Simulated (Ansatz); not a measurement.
A run of Ansatz 0.2.0:

The input input:

```
crystal:
  lattice:
    - [-2.254859, 2.254859, 6.859903]
    - [2.254859, -2.254859, 6.859903]
    - [2.254859, 2.254859, -6.859903]
  atoms:
    - { symbol: Cu, position: [0.0, 0.0, 0.0] }
    - { symbol: Cl, position: [0.0, 0.5, 0.5] }
    - { symbol: Cl, position: [0.5, 0.0, 0.5] }
hamiltonian:
  xc:
    exchange: hjs_pbesol
    correlation: pbesol
    exx: { coeff: 0.25, omega: 0.207 }
  pseudopotentials: { kind: paw }
kpoints:
  mp_grid: { grid: [4, 4, 4] }
  band_path:
    path:
      - [[0.0, 0.0, 0.0], [-0.5, 0.5, 0.0], [-0.5, 0.5, -0.0540222707], [-0.2770111353, 0.2770111353, -0.2770111353], [0.0, 0.0, 0.0], [0.5, 0.5, -0.5], [0.2770111353, 0.7229888647, -0.7229888647], [0.0, 0.5, -0.5], [-0.25, 0.75, -0.25], [0.0540222707, 0.9459777293, -0.5], [0.5, 0.5, -0.5]]
      - [[-0.5, 0.5, 0.0], [-0.25, 0.75, -0.25]]
    npoints: 4
scf:
  occupations: { method: fermi_dirac, width: 0.05 }
  n_extra_bands: 7
output:
  forces: true
  stress: true
  eigenvalues: true
  fatbands: false
```

Hardware: 1 × NVIDIA H100 80GB HBM3 with 2 threads of AMD EPYC 7R13 Processor (Zen 3) (shared host).

**Question.** How long does it take, and how much memory?

**Answer.** Wall time 84 s on 1 × NVIDIA H100 80GB HBM3 with 2 threads of AMD EPYC 7R13 Processor (Zen 3) (shared host), peak memory 2.6 GiB. Counts: scf iterations 21, plane waves 2759, k points 13, bands 24.
